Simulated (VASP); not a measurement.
# ZnS (F-43m) in VASP: further runs

The runs below take ZnS through relaxation of cell and atoms, with PBE.

Program: VASP 6.6.1. These are calculated values, not measurements. Logs are shortened: lines on timing, memory, paths and dates and some standing lists are left out, and cuts for length are marked.

### 1 Starting point

The structure is cubic, space group F-43m (No. 216). The conventional cell has a = 5.404 Å, b = 5.404 Å, c = 5.404 Å, α = 90.00°, β = 90.00°, γ = 90.00°. Zn (site symmetry -43m) is surrounded by 4 S at 2.34 Å. Around S (site symmetry -43m) lie 4 Zn at 2.34 Å.

### 2 Relaxation of cell and atoms, PBE

The input, INCAR:

```
PREC     = Accurate       # precision mode
ENCUT    = 520            # plane-wave cutoff, eV
EDIFF    = 1E-7           # SCF threshold, eV
ISMEAR   = 0              # smearing method
SIGMA    = 0.02           # smearing width, eV
LREAL    = F              # projectors in reciprocal space
LASPH    = T              # aspherical terms in the spheres
NELM     = 60             # most SCF steps
ALGO     = Normal         # electronic algorithm
ISIF     = 3              # what is computed and relaxed
LWAVE    = F              # write WAVECAR
LCHARG   = F              # write CHGCAR
GGA      = PE             # functional
IBRION   = 2              # ionic algorithm
NSW      = 80             # ionic steps
EDIFFG   = -0.002         # ionic threshold
KPAR     = 4
```

The input, KPOINTS:

```
regular mesh
0
Gamma
  10 10 10
```

The input, POSCAR:

```
ZnS
1.0
    0.0000000000      2.7020000000      2.7020000000
    2.7020000000      0.0000000000      2.7020000000
    2.7020000000      2.7020000000      0.0000000000
Zn S
1 1
Direct
    0.2500000000      0.2500000000      0.2500000000
    0.0000000000      0.0000000000      0.0000000000
```

Potentials or basis: VASP PAW PBE potentials, release 64 (Zn, S).

Launch:

```console
$ cat potpaw_PBE.64/Zn/POTCAR potpaw_PBE.64/S/POTCAR > POTCAR
$ mpirun -np 4 vasp_std > vasp.out
```

OUTCAR:

```text
PREC = Accurate
   ENCUT = 520
   EDIFF = 1E-7
   ISMEAR = 0
   LREAL = F
   LASPH = T
   NELM = 60
   ISIF = 3
   GGA = PE
   IBRION = 2
   NSW = 80
   EDIFFG = -0.002

 ion  position               nearest neighbor table
   1  0.250  0.250  0.250-   2 2.34   2 2.34   2 2.34   2 2.34
   2  0.000  0.000  0.000-   1 2.34   1 2.34   1 2.34   1 2.34

  LATTYP: Found a face centered cubic cell.
 ALAT       =     5.4040000000

  Lattice vectors:

 A1 = (   0.0000000000,   2.7020000000,   2.7020000000)
 A2 = (   2.7020000000,   0.0000000000,   2.7020000000)
 A3 = (   2.7020000000,   2.7020000000,   0.0000000000)

Analysis of symmetry for initial positions (statically):
=====================================================================
 Subroutine PRICEL returns:
 Original cell was already a primitive cell.

 Routine SETGRP: Setting up the symmetry group for a
 face centered cubic supercell.

 Subroutine GETGRP returns: Found 24 space group operations
 (whereof 24 operations were pure point group operations)
 out of a pool of 48 trial point group operations.

The static configuration has the point symmetry T_d .

Analysis of symmetry for dynamics (positions and initial velocities):
=====================================================================
 Subroutine PRICEL returns:
 Original cell was already a primitive cell.

 Routine SETGRP: Setting up the symmetry group for a
 face centered cubic supercell.

 Subroutine GETGRP returns: Found 24 space group operations
 (whereof 24 operations were pure point group operations)
 out of a pool of 48 trial point group operations.

The dynamic configuration has the point symmetry T_d .

 Subroutine INISYM returns: Found 24 space group operations
 (whereof 24 operations are pure point group operations),
 and found     1 'primitive' translations

----------------------------------------------------------------------------------------

                                     Primitive cell

  volume of cell :      39.4535

  direct lattice vectors                    reciprocal lattice vectors
     0.000000000  2.702000000  2.702000000    -0.185048113  0.185048113  0.185048113
     2.702000000  0.000000000  2.702000000     0.185048113 -0.185048113  0.185048113
     2.702000000  2.702000000  0.000000000     0.185048113  0.185048113 -0.185048113

  length of vectors
     3.821205046  3.821205046  3.821205046     0.320512733  0.320512733  0.320512733

  position of ions in fractional coordinates (direct lattice)
     0.250000000  0.250000000  0.250000000
     0.000000000  0.000000000  0.000000000

  ion indices of the primitive-cell ions
   primitive index   ion index
                 1           1
                 2           2

----------------------------------------------------------------------------------------

 KPOINTS: regular mesh

Automatic generation of k-mesh.
 Grid dimensions read from file:
 generate k-points for:   10   10   10

 Generating k-lattice:

  Cartesian coordinates                     Fractional coordinates (reciprocal lattice)
    -0.018504811  0.018504811  0.018504811     0.100000000  0.000000000  0.000000000
     0.018504811 -0.018504811  0.018504811     0.000000000  0.100000000  0.000000000
     0.018504811  0.018504811 -0.018504811     0.000000000  0.000000000  0.100000000

  Length of vectors
     0.032051273  0.032051273  0.032051273

  Shift w.r.t. Gamma in fractional coordinates (k-lattice)
     0.000000000  0.000000000  0.000000000

 Subroutine IBZKPT returns following result:
 ===========================================

 Found     47 irreducible k-points:

 Following reciprocal coordinates:
            Coordinates               Weight
  0.000000  0.000000  0.000000      1.000000
  0.100000  0.000000  0.000000      8.000000
  0.200000  0.000000  0.000000      8.000000
  0.300000  0.000000  0.000000      8.000000
  0.400000  0.000000  0.000000      8.000000
  0.500000  0.000000  0.000000      4.000000
[... 16 lines left out ...]
  0.300000  0.300000  0.000000      6.000000
  0.400000  0.300000  0.000000     24.000000
 [... further k-points ...]
   k-points           NKPTS =     47   k-points in BZ     NKDIM =     47   number of bands    NBANDS=     13
   number of dos      NEDOS =    301   number of ions     NIONS =      2
   total plane-waves  NPLWV =  21952
   dimension x,y,z NGX =    28 NGY =   28 NGZ =   28
   dimension x,y,z NGXF=    56 NGYF=   56 NGZF=   56
   ions per type =               1   1
   NGX,Y,Z   is equivalent  to a cutoff of  12.18, 12.18, 12.18 a.u.
   NGXF,Y,Z  is equivalent  to a cutoff of  24.36, 24.36, 24.36 a.u.
 SYSTEM =  unknown system
   PREC   = accura    normal or accurate (medium, high low for compatibility)
   ISTART =      0    job   : 0-new  1-cont  2-samecut
   ICHARG =      2    charge: 1-file 2-atom 10-const
   ISPIN  =      1    spin polarized calculation?
   LNONCOLLINEAR =      F non collinear calculations
   LSORBIT =      F    spin-orbit coupling
   LASPH  =      T    aspherical Exc in radial PAW
   ENCUT  =  520.0 eV  38.22 Ry    6.18 a.u.   7.10  7.10  7.10*2*pi/ulx,y,z
   NELM   =     60;   NELMIN=  2; NELMDL= -5     # of ELM steps
   EDIFF  = 0.1E-06   stopping-criterion for ELM
   LREAL  =      F    real-space projection
   EDIFFG = -.2E-02   stopping-criterion for IOM
   NSW    =     80    number of steps for IOM
   IBRION =      2    ionic relax: 0-MD 1-quasi-New 2-CG
   NFREE  =      1    steps in history (QN), initial steepest desc. (CG)
   ISIF   =      3    stress and relaxation
   ISYM   =      2    0-nonsym 1-usesym 2-fastsym
   POTIM  = 0.5000    time-step for ionic-motion
   TEBEG  =    0.0;   TEEND  =   0.0 temperature during run
   PSTRESS=    0.0 pullay stress
   NELECT =      18.0000    total number of electrons
   NUPDOWN=      -1.0000    fix difference up-down
   EMIN   =  10.00;   EMAX   =-10.00  energy-range for DOS
   EFERMI =   0.00;   METHOD = LEGACY
   ISMEAR =     0;   SIGMA  =   0.02  broadening in eV -4-tet -1-fermi 0-gaus
   EFERMI_NEDOS =   21; number of points for ismear=-14 and -15
   IALGO  =     38    algorithm
   IMIX   =      4    mixing-type and parameters
     AMIX     =   0.40;   BMIX     =  1.00
     AMIX_MAG =   1.60;   BMIX_MAG =  1.00
  volume/ion in A,a.u.               =      19.73       133.12
  Fermi-wavevector in a.u.,A,eV,Ry     =   1.260290  2.381602 21.610537  1.588330
  Thomas-Fermi vector in A             =   2.393807
   LORBIT       =      0    0 simple, 1 ext, 2 COOP (PROOUT), +10 PAW based schemes
   GGA     = PE    functional components
   LHFCALC =     F    Hartree Fock is set to
   AEXX    =    0.0000 exact exchange contribution
   IVDW    =     0    specifies the selected vdW correction
   LEPSILON=     F    determine dielectric tensor
   LRPA    =     F    only Hartree local field effects (RPA)
 conjugate gradient relaxation of ions
 non-spin polarized calculation
 Gauss-broadening in eV      SIGMA  =   0.02
  energy-cutoff  :      520.00
  volume of cell :       39.45
 maximum number of plane-waves:      1073
   NGX = 15   NGY = 15   NGZ = 15

--------------------------------------- Ionic step        1  -------------------------------------------

 number of electron      18.0000000 magnetization

 Free energy of the ion-electron system (eV)
  ---------------------------------------------------
  ext. energy  EPLUGINS =         0.00000000
  ---------------------------------------------------
  free energy    TOTEN  =        -6.84732053 eV

  energy without entropy =       -6.84732053  energy(sigma->0) =       -6.84732053

------------------------ aborting loop because EDIFF is reached ----------------------------------------

  FORCE on cell =-STRESS in cart. coord.  units (eV):
  Direction    XX          YY          ZZ          XY          YZ          ZX
  --------------------------------------------------------------------------------------
  -------------------------------------------------------------------------------------
  Total        0.4332250      0.4332250      0.4332250      0.0000000      0.0000000      0.0000000
  in kB       17.5929272     17.5929272     17.5929272      0.0000000      0.0000000      0.0000000
  external PRESSURE =      17.5929272 kB  Pullay stress =       0.0000000 kB
[... 57 lines left out ...]
  energy  without entropy=       -6.8519555594  energy(sigma->0) =       -6.85195556

--------------------------------------- Ionic step        3  -------------------------------------------

 number of electron      17.9999987 magnetization

 Free energy of the ion-electron system (eV)
  ---------------------------------------------------
  ext. energy  EPLUGINS =         0.00000000
  ---------------------------------------------------
  free energy    TOTEN  =        -6.85241775 eV

  energy without entropy =       -6.85241775  energy(sigma->0) =       -6.85241775

 E-fermi :   2.0350     XC(G=0):  -9.5182

 val. band max:        1.8871830799   @ k =   0.0000   0.0000   0.0000
 cond. band min:       3.8979075240   @ k =   0.0000   0.0000   0.0000
 fundamental gap:      2.0107244441
 Fermi energy:         2.0350119663

 k-point     1 :       0.0000    0.0000    0.0000
  band No.  band energies     occupation
      1     -11.0898      2.00000
      2      -4.3595      2.00000
      3      -4.3595      2.00000
      4      -4.3595      2.00000
      5      -3.8892      2.00000
      6      -3.8892      2.00000
      7       1.8872      2.00000
      8       1.8872      2.00000
      9       1.8872      2.00000
     10       3.8979      0.00000
     11       8.2989      0.00000
     12       8.2989      0.00000
     13       8.2989      0.00000
[... 353 lines left out ...]
 k-point    24 :       0.4000    0.3000    0.0000
  band No.  band energies     occupation
      1     -10.1747      2.00000
      2      -4.3592      2.00000
      3      -4.1268      2.00000
      4      -4.1171      2.00000
      5      -3.8624      2.00000
      6      -3.8357      2.00000
      7      -1.7999      2.00000
      8      -0.0194      2.00000
      9       0.1829      2.00000
     10       5.9858      0.00000
     11       6.5530      0.00000
     12      10.6003      0.00000
     13      11.5453      0.00000

 [... further k-points ...]

------------------------ aborting loop because EDIFF is reached ----------------------------------------

  FORCE on cell =-STRESS in cart. coord.  units (eV):
  Direction    XX          YY          ZZ          XY          YZ          ZX
  --------------------------------------------------------------------------------------
  -------------------------------------------------------------------------------------
  Total        0.0005682      0.0005682      0.0005682     -0.0000000     -0.0000000     -0.0000000
  in kB        0.0225315      0.0225315      0.0225315     -0.0000000     -0.0000000     -0.0000000
  external PRESSURE =       0.0225315 kB  Pullay stress =       0.0000000 kB
[... 17 lines left out ...]
  FREE ENERGIE OF THE ION-ELECTRON SYSTEM (eV)
  ---------------------------------------------------
  free  energy   TOTEN  =        -6.8524177464 eV

  energy  without entropy=       -6.8524177464  energy(sigma->0) =       -6.85241775

 reached required accuracy - stopping structural energy minimisation
```

It took 21 s on 4 MPI ranks of AMD EPYC 7R13 (Zen 3), shared host; peak memory 0.14 GiB.

Results:

```yaml
Free_energy: -6.8524 eV
Relaxed_volume: 20.20 Å³/atom
Relaxed_cell: a = 3.852 Å, b = 3.852 Å, c = 3.852 Å, α = 60.00°, β = 60.00°, γ = 60.00°
Space_group_after_relaxing_to_0.05_Å: F-43m (No. 216)
Energy_gained_by_relaxing: 2.5 meV/atom
Ionic_steps: 3
Pressure_after_relaxing: 0.0 GPa
Band_gap_on_the_k_mesh: 2.01 eV, direct
```

Step by step:
| step | energy change (eV) | largest force (eV/Å) | pressure (GPa) | volume (Å³) |
| --- | --- | --- | --- | --- |
| 1 | 0.0000 | 0.0000 | 1.76 | 39.45 |
| 2 | -0.0046 | 0.0000 | -0.49 | 40.70 |
| 3 | -0.0051 | 0.0000 | 0.00 | 40.41 |

Final structure:
```xyz
2
Lattice="0.0000 2.7236 2.7236 2.7236 0.0000 2.7236 2.7236 2.7236 0.0000" Properties=species:S:1:pos:R:3 pbc="T T T"
Zn    1.3618    1.3618    1.3618
S     0.0000    0.0000    0.0000
```

As with any semilocal functional, this PBE gap is likely too small. Zero-point motion and thermal expansion aren't in these numbers.

### 3 Relaxation of cell and atoms, PBE

This run uses another cell than the first one, of 20.20 Å³/atom, 1.024 times its volume.

INCAR is that of step 2.

KPOINTS is that of step 2.

The input, POSCAR:

```
ZnS                                     
1.0
   -0.0000000000      2.7235674205      2.7235674205
    2.7235674205      0.0000000000      2.7235674205
    2.7235674205      2.7235674205      0.0000000000
  Zn              S             
     1     1
Direct
     0.2500000000000000    0.2500000000000000    0.2500000000000000
     0.0000000000000000    0.0000000000000000    0.0000000000000000
```

Potentials or basis: VASP PAW PBE potentials, release 64 (Zn, S).

Launch:

```console
$ cat potpaw_PBE.64/Zn/POTCAR potpaw_PBE.64/S/POTCAR > POTCAR
$ mpirun -np 4 vasp_std > vasp.out
```

It took 12 s on 4 MPI ranks of AMD EPYC 7R13 (Zen 3), shared host; peak memory 0.15 GiB.

Results (log left out):

| Quantity | Value |
| --- | --- |
| Free energy | -6.8527 eV |
| Pressure after relaxing | 0.0 GPa |
| Band gap on the k mesh | 2.01 eV, direct |

Final structure:
```yaml
crystal:
  lattice:
    - [0.00000, 2.72357, 2.72357]
    - [2.72357, 0.00000, 2.72357]
    - [2.72357, 2.72357, 0.00000]
  atoms:
    - { symbol: Zn, position: [0.25000, 0.25000, 0.25000] }
    - { symbol: S, position: [0.00000, 0.00000, 0.00000] }
```

Levels at points of the mesh, in eV from the valence-band top:
```csv
k point,band 6,band 7,band 8,band 9,band 10,band 11,band 12,band 13
"(0.00, 0.00, 0.00)",-5.78,0.00,0.00,0.00,2.01,6.41,6.41,6.41
"(0.50, 0.00, 0.00)",-5.58,-5.14,-0.83,-0.83,3.26,6.94,6.94,8.79
"(0.50, 0.50, 0.00)",-5.57,-4.46,-2.13,-2.13,3.46,4.07,10.81,11.81
```

Caveat: the relaxation stopped at its first step, so nothing moved. As with any semilocal functional, this PBE gap is likely too small.
